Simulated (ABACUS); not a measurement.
**ZrO2 under changes of volume**

One of the cells (10.990 Å³/atom); the others are scaled copies at fixed shape and fractional positions:

```
Zr O
1.0
     0.00000    2.54507    2.54507
     2.54507    0.00000    2.54507
     2.54507    2.54507    0.00000
Zr O
1 2
Direct
  0.00000 0.00000 0.00000
  0.75000 0.75000 0.75000
  0.25000 0.25000 0.25000
```

Measurements of this composition are mostly on another form, of space group No. 14.

| Item | Value |
| --- | --- |
| Program | ABACUS 3.10.1 |
| Functional | PBE |
| Potentials or basis | PseudoDojo NC SR 0.4.1 PBE standard |
| Cutoff | 1361 eV |
| Density cutoff | 5442 eV |
| Basis | DZP LCAO (the cutoffs set its grid) |
| k mesh | 9 × 9 × 9 |
| Occupations | fermi-dirac, width 0.05 eV |
| Spin | no spin polarisation |

```tsv
volume (Å³/atom)	energy over the lowest point (meV/atom)	pressure (GPa)	gap on the mesh (eV)
10.331	?	?	?
10.551	28.15	15.2	3.48
10.770	11.37	9.3	3.42
10.990	2.23	4.1	3.36
11.210	0.00	-0.7	3.30
11.430	3.97	-5.0	3.25
11.650	13.53	-8.9	3.19
```

What does the run at 10.331 Å³/atom give?

Energy over the lowest point 53.42 meV/atom; pressure 21.7 GPa; gap on the mesh 3.54 eV.

Worked out: A Birch-Murnaghan fit of order 3 (a polynomial in V^(-2/3)) to the other rows has its minimum at 11.18 Å³/atom with B0 = V·E''(V) = 233 GPa and B' = 4.5. It gives 53.59 meV/atom at 10.331 Å³/atom, against the run's 53.42, and -dE/dV = 21.9 GPa, against 21.7. A straight line through the other rows of the gap, of slope -2.91 eV per unit of ln V, extrapolates to 3.54 eV, against the run's 3.54.

Energies are extrapolated to zero smearing.

Caveats: the atomic orbitals were generated for these runs and aren't a published set; an odd mesh through Γ misses points on the zone boundary, where band edges often lie; the basis of atomic orbitals isn't converged, which shifts pressures, moduli and gaps. Spin-orbit coupling on Zr is left out.
